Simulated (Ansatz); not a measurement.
**HfN (P6_3/mmc): relaxation of cell and ions from a Python script**

The task is a relaxation of cell and ions, for HfN (P6_3/mmc).

Program: Ansatz 0.2.0, driven from Python. Level of theory: DFT PBEsol+D3(BJ) with three-body term, plane waves, PAW. These are calculated values, not measurements.

### Step 1. The system

It takes space group P6_3/mmc (No. 194, hexagonal). The conventional cell has a = 3.134 Å, b = 3.134 Å, c = 5.417 Å, α = 90.00°, β = 90.00°, γ = 120.00°. Around Hf (site symmetry -6m2) lie 6 N at 2.26 Å. N (site symmetry -3m) is surrounded by 6 Hf at 2.26 Å.

No structure file is read: the coordinates are typed or built in the script.

### Step 2. Script

The input, vcrelax.py:

```python
'''Cell relaxation of HfN.'''

import json

import ansatz as az
from ase import Atoms
from ase.io import write
from ase.neighborlist import neighbor_list
import numpy as np

def edges_and_angles(cell):
    cell = np.asarray(cell)
    a, b, c = np.linalg.norm(cell, axis=1)
    cosines = cell[1] @ cell[2] / (b * c), cell[0] @ cell[2] / (a * c), cell[0] @ cell[1] / (a * b)
    return (a, b, c, *np.degrees(np.arccos(cosines)))

system = (
    az.Lattice.from_parameters(3.133908, 3.133908, 5.416768, alpha=90.0, beta=90.0, gamma=120.0)
    .atom('Hf', (2 / 3, 1 / 3, 0.75))
    .atom('Hf', (1 / 3, 2 / 3, 0.25))
    .atom('N', (0.0, 0.0, 0.0))
    .atom('N', (0.0, 0.0, 0.5))
)

# every cell quantity that the symmetry leaves free
job = system.calculation()
job = job.functional('PBEsol', dispersion='d3bjatm')
job = job.basis(470)
job = job.kpoints(8, 8, 4, center='gamma')
job = job.occupations('Marzari-Vanderbilt', width=0.1).relax(force_tolerance=0.02, cell=True)
out = job.run(threads=1, pin='off', events_out='stream.ndjson')
with open('stream.ndjson') as stream:
    events = [json.loads(line) for line in stream]
steps = [e['data'] for e in events if e['event'] == 'relax_step']
data = out.report
for s in steps:
    flag = '' if s['accepted'] else '  (rejected)'
    print('step %2d  E = %.5f eV  largest force component = %.4f eV/A%s' % (s['step'], s['lagrangian_ev'], s['allowed_force_max_ev_ang'], flag))

first, last = steps[0], steps[-1]
symbols = [site.symbol for site in out.lattice.sites]
print(f'energy gained {first["lagrangian_ev"] - last["lagrangian_ev"]:.4f} eV in {len(steps) - 1} steps')
for label, vectors in (('before', first['cell_ang']), ('after', out.lattice.cell_ang)):
    print(label, 'a b c (A) {:.4f} {:.4f} {:.4f}  angles {:.2f} {:.2f} {:.2f}'.format(*edges_and_angles(vectors)), f' V = {abs(np.linalg.det(vectors)):.3f} A^3')
print('final stress xx yy zz (GPa, compression positive):', np.round(np.diag(data['stress_gpa']), 3) + 0.0)

change = np.array(last['positions_ang']) @ np.linalg.inv(last['cell_ang']) - np.array(first['positions_ang']) @ np.linalg.inv(first['cell_ang'])
moved = np.linalg.norm(change @ np.array(last['cell_ang']), axis=1)
print('displacement within the cell, strain taken out (A):', ' '.join(f'{s}:{d:.3f}' for s, d in zip(symbols, moved)))

relaxed = Atoms(symbols, positions=[site.position_ang for site in out.lattice.sites], cell=out.lattice.cell_ang, pbc=True)
write('relaxed.vasp', relaxed, format='vasp')

print('atom   start x y z (A)              end x y z (A)')
for symbol, a, b in zip(symbols, first['positions_ang'], last['positions_ang']):
    print(f'{symbol:3s}', ' '.join(f'{v:8.4f}' for v in a), '  ', ' '.join(f'{v:8.4f}' for v in b))

final = Atoms(symbols, positions=last['positions_ang'], cell=out.lattice.cell_ang, pbc=True)
i, j, d = neighbor_list('ijd', final, 4.5)
print('neighbours within 1.1 times the shortest distance of each atom (A)')
for atom in range(len(final)):
    near = [m for m in np.argsort(d) if i[m] == atom]
    shell = [m for m in near if d[m] < 1.1 * d[near[0]]]
    print(f'{symbols[atom]}{atom} ({len(shell)}):', ', '.join(f'{symbols[j[m]]} {d[m]:.3f}' for m in shell))

for key in ('converged', 'n_iterations', 'n_electrons', 'n_kpoints', 'n_pw', 'n_symmetry_ops', 'free_energy_ev', 'fermi_energy_ev'):
    print(f'{key:18s} {data[key]}')
```

### Step 3. The calls as engine input

The engine receives this input:

```yaml
crystal:
  lattice:
    a: 3.133908
    b: 3.133908
    c: 5.416768
    alpha: 90.0
    beta: 90.0
    gamma: 120.0
  atoms:
    - { symbol: Hf, position: [0.6666666666666666, 0.3333333333333333, 0.75] }
    - { symbol: Hf, position: [0.3333333333333333, 0.6666666666666666, 0.25] }
    - { symbol: "N", position: [0.0, 0.0, 0.0] }
    - { symbol: "N", position: [0.0, 0.0, 0.5] }
basis:
  ecutwfc: 470.0
kpoints:
  mp_grid:
    grid: [8, 8, 4]
    shift: [0.0, 0.0, 0.0]
hamiltonian:
  xc: pbesol
  dispersion: d3bjatm
scf:
  occupations:
    method: cold
    width: 0.1
relax:
  f_tol: 0.02
  cell: {}
```

### Step 4. Running it

Run with:

```bash
> python vcrelax.py
```

Without the output at hand: what should come out? Wanted: free energy; moves of the relaxation; energy gained; last largest force component; relaxed conventional cell; space group at the end.

As calculated:

| quantity | value |
| --- | --- |
| free energy | -31961.8044 eV (-7990.4511 eV/atom) |
| moves of the relaxation | 4 |
| energy gained (ahead of the last change of basis) | 5.8 meV/atom |
| last largest force component | 0.0000 eV/Å |
| relaxed conventional cell | a = 3.109 Å, b = 3.109 Å, c = 5.372 Å, α = 90.00°, β = 90.00°, γ = 120.00° |
| space group at the end | P6_3/mmc |

In words: Over 4 moves the cell shrank by 2.4 % in volume, and the space group stayed P6_3/mmc. What to keep in mind:
- The run is spin-unpolarised.
- Forces vanish by symmetry, so the ions can't move, and the end may be a saddle.
- For a metal this k-point mesh is coarse: on a finer one energies can move by several to tens of meV an atom and pressures by half a GPa or more, differences at one mesh by less.
- The zero of the levels is a convention of the potentials, so an absolute Fermi energy is no work function.
- Energies along a relaxation are free energies. Rows at an unchanged volume are solved on a plane-wave basis chosen afresh for that cell, so the energy jumps there and such rows are no steps of the walk.
- Spin-orbit coupling, which matters for elements this heavy, is left out.
- This cell is a computed structure, which may not be the phase found in nature.
